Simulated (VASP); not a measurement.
Crystal: PtS2.

```xyz
3
Lattice="3.5432 0.0000 0.0000 -1.7716 3.0685 0.0000 0.0000 0.0000 5.0388" Properties=species:S:1:pos:R:3 pbc="T T T"
Pt    0.0000    0.0000    0.0000
S     1.7716    1.0228    3.8950
S     0.0000    2.0457    1.1438
```

```yaml
Program: VASP 6.6.1
Task: relaxation of cell and atoms
Functional: PBE
Potentials_or_basis: VASP PAW PBE potentials, release 64 (Pt, S_h)
Cutoff: 980 eV
k_mesh: 9 × 9 × 5
Occupations: fermi-dirac, width 0.05 eV
Spin: no spin polarisation
```

At the start: pressure 11.4 GPa; volume 18.26 Å³/atom.

Where does the relaxation end?

Over 23 steps the energy falls by 65.4 meV/atom and the volume is 23.55 Å³/atom (+29.0 %); space group P-3m1 (No. 164, to 0.05 Å).

Step by step:
| step | energy change (eV) | largest force (eV/Å) | pressure (GPa) | volume (Å³) |
| --- | --- | --- | --- | --- |
| 1 | 0.0000 | 1.2366 | 11.38 | 54.78 |
| 2 | 0.2522 | 1.4215 | -12.76 | 65.72 |
| 3 | -0.1461 | 0.0172 | -0.45 | 58.54 |
| 4 | -0.1463 | 0.0565 | -0.08 | 58.39 |
| 5 | -0.1463 | 0.0766 | 0.11 | 58.32 |
| 6 | -0.1535 | 0.0017 | 0.20 | 58.40 |
| 7 | -0.1575 | 0.1906 | 0.38 | 58.57 |
| 8 | -0.1582 | 0.1385 | 0.36 | 58.53 |
| 9 | -0.1612 | 0.1665 | -0.01 | 58.99 |
| 10 | -0.1671 | 0.2464 | -0.99 | 60.41 |
| 11 | -0.1686 | 0.3898 | -2.53 | 63.25 |
| 12 | -0.1698 | 0.3157 | -1.79 | 61.87 |
| 13 | -0.1704 | 0.3117 | -1.76 | 61.92 |
| 14 | -0.1720 | 0.2989 | -1.68 | 62.08 |
| 15 | -0.1751 | 0.2727 | -1.49 | 62.38 |
| 16 | -0.1805 | 0.2176 | -1.11 | 62.99 |
| 17 | -0.1883 | 0.0959 | -0.25 | 64.19 |
| 18 | -0.1893 | 0.1953 | 1.70 | 66.54 |
| 19 | -0.1913 | 0.0828 | 0.94 | 65.60 |
| 20 | -0.1931 | 0.0585 | 0.69 | 66.51 |
| 21 | -0.1957 | 0.0039 | 0.09 | 69.28 |
| 22 | -0.1960 | 0.0163 | -0.12 | 70.44 |
| 23 | -0.1961 | 0.0048 | -0.04 | 70.65 |

Final structure:
```cif
data_structure
_symmetry_space_group_name_H-M 'P 1'
_symmetry_Int_Tables_number 1
_cell_length_a 3.5752
_cell_length_b 3.5752
_cell_length_c 6.3822
_cell_angle_alpha 90.000
_cell_angle_beta 90.000
_cell_angle_gamma 120.000
_cell_volume 70.65
loop_
_atom_site_label
_atom_site_type_symbol
_atom_site_fract_x
_atom_site_fract_y
_atom_site_fract_z
_atom_site_occupancy
Pt1 Pt 0.00000 0.00000 0.00000 1
S1 S 0.66667 0.33333 0.80775 1
S2 S 0.33333 0.66667 0.19225 1
```

Caveat: the volume moved by over 15 % at a fixed basis, so the end points are rough; this functional lacks dispersion, which binds the layers, so the pressure and a relaxed spacing across them are unreliable, and here the layers came unbound; the volume moved by +29 % from the deposited cell, more than functionals usually miss.
